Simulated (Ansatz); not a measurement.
# Ta (Fm-3m): comparison of functionals at one structure, by script

How far apart do the functionals lie for Ta (Fm-3m) at one structure? A script is to give a comparison of functionals at one structure; the system is Ta (Fm-3m).

This is Ta in the fcc structure; at room conditions it is bcc.

Program: Ansatz 0.2.0 through its Python package. The levels of theory stand in the script. These are calculated values, not measurements.

**1. Starting point**

Symmetry: Fm-3m, No. 225, cubic system. The conventional cell has a = 4.220 Å, b = 4.220 Å, c = 4.220 Å, α = 90.00°, β = 90.00°, γ = 90.00°. Around Ta (site symmetry m-3m) lie 12 Ta at 2.98 Å.

The script holds or builds the structure itself.

**2. Script**

xc.py

```python
'''Functional comparison for Ta (totals differ with the potentials too).'''

import ansatz as az
import pandas as pd

xtal = (
    az.Lattice.of((0.0, 2.11, 2.11), (2.11, 0.0, 2.11), (2.11, 2.11, 0.0))
    .atom('Ta', (0.0, 0.0, 0.0))
)

setup = xtal.calculation()
setup = setup.kpoints(9).occupations('fermi_dirac', width=100 * az.meV)
setup = setup.stress()
setup = setup.band_table()

rows = []
for value in ['revpbe', 'lda', 'r2scan', 'rpbe', 'pbe']:
    r = setup.functional(value).run(threads=1).report
    rows.append((value, r['free_energy_ev'] / len(r['lattice']['sites']), r['n_iterations'], sum(r['stress_gpa'][i][i] for i in range(3)) / 3, r['gap_by_band_count_ev'], r['n_kpoints']))

table = pd.DataFrame(rows, columns=['functional', 'F/atom (eV)', 'iterations', 'P (GPa)', 'gap by band count (eV)', 'k-points'])
print(table.round(5).to_string(index=False))
```

**3. The calls as engine input**

The engine receives this input (first run):

```yaml
crystal:
  lattice:
    - [0.0, 2.11, 2.11]
    - [2.11, 0.0, 2.11]
    - [2.11, 2.11, 0.0]
  atoms:
    - { symbol: Ta, position: [0.0, 0.0, 0.0] }
kpoints:
  mp_grid:
    grid: [9, 9, 9]
hamiltonian:
  xc: revpbe
scf:
  occupations:
    method: fermi_dirac
    width: 0.1
output:
  stress: true
  eigenvalues: true
```

**4. Launch**

Launch:

```sh
python xc.py
```

The program printed:

```text
DeckWarning: basis.ecutwfc = 420 eV, auto-derived from the records' recommended cutoffs: set by Ta (normal level)
DeckWarning: basis.ecutwfc = 500 eV, auto-derived from the records' recommended cutoffs: set by Ta (their level for a meta-GGA)
functional  F/atom (eV)  iterations   P (GPa)  gap by band count (eV)  k-points
    revpbe  -9940.98689           6   2.76652                -3.78335        35
       lda  -9682.31783           6 -10.58876                -3.87971        35
    r2scan  -9944.10684           6  -2.04607                -3.89505        35
      rpbe  -9944.60823           6   3.68338                -3.77674        35
       pbe  -9932.04481           6   0.42168                -3.80057        35
```

(Warnings from the package without file and line.)

It took 3.4 s on 1 thread, shared host.

**5. What changed from run to run**

The engine's inputs for some of the other runs:

Run 2, against run 1:

```diff
@@ -12 +12 @@
-  xc: revpbe
+  xc: lda
```

Run 4, against run 1:

```diff
@@ -12 +12 @@
-  xc: revpbe
+  xc: rpbe
```

Run 5, against run 1:

```diff
@@ -12 +12 @@
-  xc: revpbe
+  xc: pbe
```

Lines on the test bed's own set-up are left out of the output.

**6. The runs side by side**

One row for each of the 5 runs:

```tsv
run	functional	energy (eV/atom)	pressure (GPa)	SCF cycles	CPU time (s)
1	revpbe	-9940.9869	2.77	6	0.33
2	lda	-9682.3178	-10.59	6	0.31
3	r2scan	-9944.1068	-2.05	6	0.92
4	rpbe	-9944.6082	3.68	6	0.38
5	pbe	-9932.0448	0.42	6	0.31
```

Energies are free energies F = E - TS of the smeared occupations. Totals hang on method, basis and potentials, so only like runs compare.

**7. Outcome**

```
             quantity                          value
        runs compared                              5
pressure at this cell  -10.6 (lda) to 3.7 GPa (rpbe)
```

What this shows: From lowest to highest: LDA (-10.6 GPa), r2SCAN (-2.0 GPa), PBE (0.4 GPa), revPBE (2.8 GPa) and RPBE (3.7 GPa). At a fixed cell a lower pressure usually means a smaller equilibrium volume, so LDA prefers the smallest cell and RPBE the largest. For a metal this k-point mesh is coarse: on a finer one energies can move by several to tens of meV an atom and pressures by half a GPa or more, differences at one mesh by less. Pressure is positive in compression. This isn't the structure that Ta takes at ambient conditions. Total energies of different functionals can't be compared; pressures, moments and gaps at this one structure can. Spin-orbit coupling is left out, though heavy elements are present.
